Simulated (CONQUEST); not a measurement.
Wanted: the native input for a CONQUEST 1.3 run.

```
Task                : single point
Functional          : PBE
Potentials or basis : PseudoDojo NC PBE, DZP, grid cutoff 120 Ha
k mesh              : 7 × 7 × 5
Occupations         : fermi-dirac, width 0.05 eV
Spin                : no spin polarisation
Solver              : diagonalisation
SCF tolerance       : 1e-06
```

InP:

```
CELL_PARAMETERS angstrom
4.14435 0.00000 0.00000
0.00000 4.14435 0.00000
0.00000 0.00000 5.86100
ATOMIC_POSITIONS crystal
In 0.00000 0.00000 0.00000
In 0.50000 0.50000 0.50000
P 0.00000 0.50000 0.25000
P 0.50000 0.00000 0.75000
```

One way to write it, as run:

Conquest_input

```
IO.Title InP
IO.Coordinates coords.dat
IO.FractionalAtomicCoords T
IO.Iprint 2
IO.Iprint_init 1
General.NumberOfSpecies 2
General.PseudopotentialType hamann
AtomMove.TypeOfRun static
AtomMove.FullStress T
Grid.GridCutoff 120
DM.SolutionMethod diagon
Diag.MPMesh T
Diag.GammaCentred T
Diag.MPMeshX 7
Diag.MPMeshY 7
Diag.MPMeshZ 5
Diag.kT 0.00183747
minE.SCTolerance 1e-6
SC.MaxIters 100
IO.AtomChargeOutput T
IO.DumpChargeDensity T
IO.DumpTotPot T
%block ChemicalSpeciesLabel
1 114.820 In
2 30.970 P
%endblock
```

coords.dat

```
    7.8316918409     0.0000000000     0.0000000000
    0.0000000000     7.8316918409     0.0000000000
    0.0000000000     0.0000000000    11.0756848164
4
  0.0000000000   0.0000000000   0.0000000000 1 T T T
  0.5000000000   0.5000000000   0.5000000000 1 T T T
  0.0000000000   0.5000000000   0.2500000000 2 T T T
  0.5000000000   0.0000000000   0.7500000000 2 T T T
```

Potentials or basis: PseudoDojo NC PBE, DZP, grid cutoff 120 Ha.

The run is started by

```console
$ Conquest
```

Results of the run:

The pressure is 3.9 GPa and the band gap on the k mesh is 0.75 eV. The mulliken charges are In +1.03; P -1.03 e.

Caveat: Mulliken charges move with the basis; the box holds several primitive cells, so bands are folded and the points are those of the box's own zone; spin-orbit coupling is left out, which moves the levels of the heavy elements; the basis of atomic orbitals isn't converged, which shifts pressures, moduli and gaps.

Run time: 45 s on 1 thread of AMD EPYC 9R14 (Zen 4), with other jobs on the host, peak memory 0.75 GiB.
